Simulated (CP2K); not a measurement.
Runs of CP2K 2026.2 on Ru. The structure is hexagonal, space group P6_3/mmc (No. 194). Conventional cell: a = 2.706 Å, b = 2.706 Å, c = 4.282 Å, α = 90.00°, β = 90.00°, γ = 120.00°. Ru (site symmetry -6m2) has 12 Ru at 2.65 to 2.71 Å as nearest neighbours. 

```tsv
task	level	potentials or basis	cell	k mesh	smearing	EPS_DEFAULT	k points reduced by the point group	NGRIDS	basis sets	potentials	gap on the mesh (eV)	pressure (GPa)	V0 of scaled cells (Å³/atom)	relaxed volume (Å³/atom)	B0 (GPa)
band structure	r2SCAN	POTENTIAL_UZH Ru GTH-SCAN-q16; TZVP-MOLOPT-SCAN-GTH basis	as given	11 × 11 × 6	fermi-dirac 0.0259 eV	1.0E-9	yes	5	Ru TZVP-MOLOPT-SCAN-GTH-q16	Ru GTH-SCAN-q16 of POTENTIAL_UZH	none	15.2	-	-	-
band structure	PBE	POTENTIAL_UZH Ru GTH-PBE-q16; TZVP-MOLOPT-PBE-GTH basis	as given	11 × 11 × 6	fermi-dirac 0.05 eV	1.0E-9	yes	5	Ru TZVP-MOLOPT-PBE-GTH-q16	Ru GTH-PBE-q16 of POTENTIAL_UZH	none	7.4	-	-	-
equation of state	PBE	POTENTIAL_UZH Ru GTH-PBE-q16; TZVP-MOLOPT-PBE-GTH basis	as given	11 × 11 × 6	fermi-dirac 0.05 eV	1.0E-10	yes	4	Ru TZVP-MOLOPT-PBE-GTH-q16	Ru GTH-PBE-q16 of POTENTIAL_UZH	-	-	(a)	-	312
band structure	PBEsol	POTENTIAL_UZH Ru GTH-PBE-q16; TZVP-MOLOPT-PBE-GTH basis	as given	11 × 11 × 6	fermi-dirac 0.01 eV	1.0E-9	yes	5	Ru TZVP-MOLOPT-PBE-GTH-q16	Ru GTH-PBE-q16 of POTENTIAL_UZH	none	-2.8	-	-	-
relaxation of cell and atoms	PBEsol	POTENTIAL_UZH Ru GTH-PBE-q16; TZVP-MOLOPT-PBE-GTH basis	relaxed	9 × 9 × 5	fermi-dirac 0.05 eV	1.0E-10	-	4	Ru TZVP-MOLOPT-PBE-GTH-q16	Ru GTH-PBE-q16 of POTENTIAL_UZH	none	0.0	-	(b)	-
equation of state	PBEsol	POTENTIAL_UZH Ru GTH-PBE-q16; TZVP-MOLOPT-PBE-GTH basis	as given	11 × 11 × 6	fermi-dirac 0.05 eV	1.0E-10	yes	5	Ru TZVP-MOLOPT-PBE-GTH-q16	Ru GTH-PBE-q16 of POTENTIAL_UZH	-	-	13.46	-	(c)
relaxation of cell and atoms	PBE	POTENTIAL_UZH Ru GTH-PBE-q16; TZVP-MOLOPT-PBE-GTH basis	relaxed	9 × 9 × 5	fermi-dirac 0.1 eV	1.0E-9	-	4	Ru TZVP-MOLOPT-PBE-GTH-q16	Ru GTH-PBE-q16 of POTENTIAL_UZH	none	0.0	-	13.88	-
single point	PBE	POTENTIAL_UZH Ru GTH-PBE-q16; TZVP-MOLOPT-PBE-GTH basis	as given	11 × 11 × 6	fermi-dirac 0.05 eV	1.0E-10	yes	4	Ru TZVP-MOLOPT-PBE-GTH-q16	Ru GTH-PBE-q16 of POTENTIAL_UZH	none	7.4	-	-	-
relaxation of cell and atoms	LDA	GTH_POTENTIALS Ru GTH-PADE-q16; TZVP-MOLOPT-PBE-GTH basis	relaxed	9 × 9 × 5	fermi-dirac 0.05 eV	1.0E-9	-	4	Ru TZVP-MOLOPT-PBE-GTH-q16	Ru GTH-PADE-q16 of GTH_POTENTIALS	none	0.0	-	13.27	-
single point	PBEsol	POTENTIAL_UZH Ru GTH-PBE-q16; TZVP-MOLOPT-PBE-GTH basis	as given	11 × 11 × 6	fermi-dirac 0.05 eV	1.0E-10	yes	5	Ru TZVP-MOLOPT-PBE-GTH-q16	Ru GTH-PBE-q16 of POTENTIAL_UZH	none	-2.8	-	-	-
band structure	PBEsol	POTENTIAL_UZH Ru GTH-PBE-q16; TZVP-MOLOPT-PBE-GTH basis	as given	11 × 11 × 6	fermi-dirac 0.05 eV	1.0E-9	yes	5	Ru TZVP-MOLOPT-PBE-GTH-q16	Ru GTH-PBE-q16 of POTENTIAL_UZH	none	-2.8	-	-	-
band structure	LDA	GTH_POTENTIALS Ru GTH-PADE-q16; TZVP-MOLOPT-PBE-GTH basis	as given	11 × 11 × 6	fermi-dirac 0.05 eV	1.0E-9	yes	4	Ru TZVP-MOLOPT-PBE-GTH-q16	Ru GTH-PADE-q16 of GTH_POTENTIALS	none	-8.0	-	-	-
```

Alike in all rows: no spin polarisation.

**Question.** Fill in the values left out.

**Answer.** (a) 13.88; (b) 13.45; (c) 348.

Caveats: the basis of atomic orbitals isn't converged, which shifts pressures, moduli and gaps; the potentials were made for another functional, which shifts forces and pressure (some runs); the cell was scaled at fixed shape and fractional positions, which overstates the stiffness of a crystal with free parameters, most of all of layers and chains (some runs); the printed path begins after the first move (some runs); so large a pressure means that the cell lies far from this level's equilibrium, or that cutoff or potentials fall short (some runs).

A k mesh can miss the band edges, and the runs leave out spin-orbit coupling on Ru.

A gap of «none» marks a metal or a gap under the smearing width.

Not every run made on this cell is shown here.
